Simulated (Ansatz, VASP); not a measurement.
## Ti: VASP beside Ansatz

The input INCAR:

```
SYSTEM = Ti
PREC = Accurate ; ENCUT = 520
EDIFF = 1E-7 ; ISMEAR = -1
SIGMA = 0.08 ; LREAL = .FALSE.
LASPH = .TRUE. ; NELM = 60
ALGO = Normal ; ISIF = 2
LWAVE = .FALSE. ; LCHARG = .FALSE.
GGA = PE ; NBANDS = 19
```

File KPOINTS:

```
regular mesh
0
G
  13 13 7
  0 0 0
```

POSCAR

```
Ti
1.0
    3.0078556446      0.0000000000      0.0000000000
   -1.5039278223      2.6048793991      0.0000000000
    0.0000000000      0.0000000000      4.7779056859
Ti
2
Direct
    0.3333333333      0.6666666667      0.2500000000
    0.6666666667      0.3333333333      0.7500000000
```

Input for Ansatz:

```yaml
crystal:
  lattice:
    - [3.0078556446, 0.0, 0.0]
    - [-1.5039278223, 2.6048793991, 0.0]
    - [0.0, 0.0, 4.7779056859]
  atoms:
    - { symbol: Ti, position: [0.3333333333, 0.6666666667, 0.25] }
    - { symbol: Ti, position: [0.6666666667, 0.3333333333, 0.75] }
kpoints:
  mp_grid: { grid: [13, 13, 7] }
scf:
  occupations: { method: fermi_dirac, width: 0.08 }
hamiltonian:
  xc: pbe
  pseudopotentials: { kind: all_electron, lapw: { basis_error: 0.0005 } }
output:
  forces: true
  stress: true
  eigenvalues: true
```

Change from the starting cell: volume scaled by 1.06.

Alike in both runs: task single point; functional PBE; k mesh 13 × 13 × 7; occupations fermi-dirac, width 0.08 eV; no spin polarisation.

```csv
,VASP,Ansatz
version,VASP 6.6.1,Ansatz 0.2.0
potentials or method,"VASP PAW PBE potentials, release 64 (Ti_sv)","all-electron LAPW, scalar-relativistic"
plane-wave cutoff (eV),520,see its input
```

```csv
,VASP,Ansatz,Ansatz less VASP
pressure (GPa),-7.3,-7.1,+0.16
largest component of the traceless stress (GPa),0.30,0.30,+0.001
```

Ansatz ran all-electron here, so the differences hold the error of VASP's frozen core and of both bases.
